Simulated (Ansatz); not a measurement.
Li₃N in space group P6/mmm (No. 191; Li on 1b, Li on 2c, N on 1a) at seven volumes, plane-wave PAW LDA (Ansatz code), shape and atoms relaxed at each. One row is withheld.

```tsv
V (Å³/atom)	P (GPa)
9.365	?
9.674	4.23
9.983	1.96
10.292	-0.01
10.600	-1.71
10.909	-3.18
11.218	-4.46
```

Task: Fit the shown pressures and predict the withheld one.

Result: P = (3/2)B₀(x^(7/2) − x^(5/2))[1 + (3/4)(B′ − 4)(x − 1)] with x = (V₀/V)^(2/3). Least squares on the six rows gives V₀ = 10.290 Å³/atom, B₀ = 60.9 GPa, B′ = 3.81. At V = 9.365, x = 1.0648 and P = 6.86 GPa. The run itself gave 6.85 GPa.

Symmetry was held in the LDA relaxation. At this level the phase is dynamically unstable (imaginary phonons).

Potentials: the later of the program's two PAW sets.
